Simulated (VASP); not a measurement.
Wanted: the native input for a VASP 6.6.1 run.

| Property | Result |
| --- | --- |
| Task | relaxation of the atoms |
| Functional | PBE |
| Dispersion | D3(BJ) |
| Potentials or basis | VASP PAW PBE potentials, release 64 (Se, Sn_d) |
| Cutoff | 520 eV |
| k mesh | 9 × 9 × 1 |
| Occupations | gaussian, width 0.03 eV |
| Spin | no spin polarisation |
| Dipole correction | yes |
| Further INCAR settings | ALGO = Normal; EDIFF = 1e-06; IBRION = 2; EDIFFG = -0.02; NSW = 80 |

The structure of SnSe2 lies in POSCAR:

```
SnSe2
1.0
    3.8408449500      0.0000000000      0.0000000000
   -1.9204230200      3.3262690400      0.0000000000
    0.0000000000      0.0000000000     30.2046338000
Se Sn
6 3
Direct
    0.6666670000      0.3333340000      0.2483062700
    0.3333330000      0.6666660000      0.3539184000
    0.6666670000      0.3333340000      0.4471939300
    0.3333330000      0.6666660000      0.5528060700
    0.6666670000      0.3333340000      0.6460816000
    0.3333330000      0.6666660000      0.7516937300
    0.0000000000      0.0000000000      0.3011123400
    0.0000000000      0.0000000000      0.5000000000
    0.0000000000      0.0000000000      0.6988876600
```

One way to write it, as run:

INCAR

```
SYSTEM = SnSe2
  ALGO = Normal
  DIPOL = 0.5 0.5 0.500
  EDIFF = 1E-6
  EDIFFG = -0.02
  ENCUT = 520
  GGA = PE
  IBRION = 2
  IDIPOL = 3
  ISIF = 2
  ISMEAR = 0
  IVDW = 12
  KPAR = 4
  LASPH = .TRUE.
  LCHARG = .FALSE.
  LDIPOL = .TRUE.
  LREAL = .FALSE.
  LWAVE = .FALSE.
  NELM = 80
  NSW = 80
  PREC = Accurate
  SIGMA = 0.03
```

KPOINTS

```
k-points
0
G
  9 9 1
  0 0 0
```

Potentials or basis: VASP PAW PBE potentials, release 64 (Se, Sn_d).

Run with:

```console
$ cat potpaw_PBE.64/Se/POTCAR potpaw_PBE.64/Sn_d/POTCAR > POTCAR
$ mpirun -np 4 vasp_std > vasp.out
```

Results of the run:

- Largest force after relaxing: 0.017 eV/Å
- Band gap on the k mesh: 0.65 eV, indirect (least direct gap 0.92 eV)
- Dispersion energy per atom: -0.325 eV

Caveat: the relaxation stopped at its first step, so nothing moved; spin-orbit coupling is left out, which moves the levels of the heavy elements.

It took 95 s on 4 MPI ranks on Intel(R) Xeon(R) 6975P-C (Granite Rapids), on a shared host, peak memory 0.56 GiB a rank.
